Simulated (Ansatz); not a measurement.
# KF: properties at the relaxed cell

An exercise on one series of results from a longer session: the logs are not shown, and one member is left open.

Computed with Ansatz 0.2.0 (DFT PBE, scalar-relativistic, plane waves, PAW, unless a step's input says otherwise).

1 further run of the same task is left out (set aside as unsound or not needed).

### The structure to begin with

It takes space group Fm-3m (No. 225, cubic). The conventional cell has a = 5.419 Å, b = 5.419 Å, c = 5.419 Å, α = 90.00°, β = 90.00°, γ = 90.00°. K (site symmetry m-3m) has 6 F at 2.71 Å as nearest neighbours. F (site symmetry m-3m) has 6 K at 2.71 Å as nearest neighbours.

As a file:

```
K F
1.0
     0.00000    2.70937    2.70937
     2.70937    0.00000    2.70937
     2.70937    2.70937    0.00000
K F
1 1
Direct
  0.00000 0.00000 0.00000
  0.50000 0.50000 0.50000
```

This cell was relaxed beforehand with the same method: volume 19.89 Å³/atom, gap on the mesh 5.97 eV.

Set-up of the first run:

The input, input.yaml:

```yaml
crystal:
  lattice:
    - [0.0, 2.7093664282, 2.7093664282]
    - [2.7093664282, 0.0, 2.7093664282]
    - [2.7093664282, 2.7093664282, 0.0]
  atoms:
    - { symbol: K, position: [0.0, 0.0, 0.0] }
    - { symbol: F, position: [0.5, 0.5, 0.5] }
basis:
  ecutwfc: 420
kpoints:
  mp_grid: { grid: [8, 8, 8] }
  band_path:
    path:
      - [[0.0, 0.0, 0.0], [0.5, 0.0, 0.5], [0.625, 0.25, 0.625]]
      - [[0.375, 0.375, 0.75], [0.0, 0.0, 0.0], [0.5, 0.5, 0.5], [0.5, 0.25, 0.75], [0.5, 0.0, 0.5]]
    npoints: 14
hamiltonian:
  xc: pbe
scf:
  occupations: { method: gaussian, width: 0.02 }
  n_extra_bands: 6
output:
  forces: true
  stress: true
  eigenvalues: true
  populations: true
  dos: { projected: true, de: 0.02, nscf_kmesh: { grid: [12, 12, 12] } }
  bader: true
  write_density: true
  write_potential: true
  elf: true
  volumetric_format: npy
```

Launch:

```console
$ ansatz run input.yaml --threads 1 --pin off --max-ram 2560MiB --backend cpu --events-out ev --progress --plain --runs-dir out
```

Among the steps run: Electronic structure at the relaxed geometry; Band edges anywhere in the zone; Eigenvalues a small step from each edge; The cell scaled to 0.97 of its volume; Point at V/V0 = 1.03; Volume × 0.94; Volume × 1.06.

One of the session's tables, all rows but one given; the rest of the session is left out.

It belongs to the step «Equation of state». 

```
volume (Å³/atom)  energy above the lowest point (meV/atom)  pressure (GPa)  gap on the mesh (eV)
          18.695                                       7.6            2.12                  6.29
          19.292                                       1.9            0.99                  6.12
          19.889                                       0.0            0.03                  5.97
          20.485                                         ?               ?                     ?
          21.082                                       5.6           -1.44                  5.69
```

Estimate the missing values for volume (Å³/atom) = 20.485.

Worked estimate for «energy above the lowest point (meV/atom)». A straight line through the neighbours (19.889, 0.0) and (21.082, 5.6) gives 0.0 + (5.6 − 0.0) × (20.485 − 19.889) / (21.082 − 19.889) = 2.8; a parabola fitted to 3 rows on both sides gives 1.2.

As computed: energy above the lowest point (meV/atom): 1.4; pressure (GPa): -0.77; gap on the mesh (eV): 5.82. In «energy above the lowest point (meV/atom)» the line misses by +1.4 and the parabola by -0.2.
